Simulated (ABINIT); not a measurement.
## GaN in ABINIT: the effect of functional

The system is GaN.

```
Ga N
1.0
     0.00000    2.13524    2.13524
     2.13524    0.00000    2.13524
     2.13524    2.13524    0.00000
Ga N
1 1
Direct
  0.00000 0.00000 0.00000
  0.50000 0.50000 0.50000
```

Measurements of this composition are mostly on another form, of space group No. 186.

Alike in all runs:

| Item | Value |
| --- | --- |
| Program | ABINIT 10.8.3 (patched build) |
| Task | band structure |
| Potentials or basis | JTH PAW PBE v2.0 |
| Cutoff | 844 eV |
| k mesh | 11 × 11 × 11 |
| Occupations | fermi-dirac, width 0.05 eV |
| Spin | no spin polarisation |

```csv
functional,gap on the mesh (eV),pressure (GPa)
LDA,0.33,-12.7
PBEsol,0.46,-7.0
BLYP,?,?
AM05,0.50,-7.8
r2SCAN,1.03,-5.6
SCAN,0.95,-7.0
```

Q: What does the run with functional BLYP give?

A: gap on the mesh 0.41 eV; pressure 8.2 GPa.

Caveats: the PAW data sets were made with another functional, which shifts forces and pressure a little; the mesh misses the band edges, which the band path finds closer together.
